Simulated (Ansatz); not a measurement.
Crystal: WC.

```
W C
1.0
     0.00000    2.30211    2.30211
     2.30211    0.00000    2.30211
     2.30211    2.30211    0.00000
W C
1 1
Direct
  0.00000 0.00000 0.00000
  0.75000 0.75000 0.75000
```

The cell was built by a generator and needn't be a form met in nature.

* Program: Ansatz 0.2.0
* Task: relaxation of cell and atoms
* Functional: HF
* Potentials or basis: Ansatz PAW
* Cutoff: 420 eV (not typed: the program's choice for these potentials)
* k mesh: 5 × 5 × 5
* Occupations: fermi-dirac, width 0.05 eV
* Spin: no spin polarisation

At the start: volume 12.20 Å³/atom.

Q: How do energy, volume and symmetry change on relaxing?

A: It ends after 7 steps and the volume is 12.81 Å³/atom (+5.0 %); space group F-43m (No. 216, to 0.05 Å).

The path:
```tsv
step	energy change (eV)	largest force (eV/Å)	volume (Å³)
1	0.0000	0.0000	24.40
2	-0.0541	0.0000	25.97
3	-0.0590	0.0000	25.64
4	-0.0590	0.0000	25.62
5	-0.0613	0.0000	25.62
6	-0.0613	0.0000	25.63
7	-0.0613	0.0000	25.63
```

Final structure:
```
W C
1.0
     0.00000    2.34008    2.34008
     2.34008    0.00000    2.34008
     2.34008    2.34008    0.00000
W C
1 1
Direct
  0.00000 0.00000 0.00000
  0.75000 0.75000 0.75000
```

Caveat: the k mesh is coarse (spacing up to 0.47 Å⁻¹), so the values aren't converged, least of all with exact exchange; the plane-wave basis is chosen anew once the cell has moved, so the energies of steps on either side of that aren't comparable; the PAW data sets come from PBE, with cores solved anew for the run's functional, which leaves a small shift of forces and pressure.
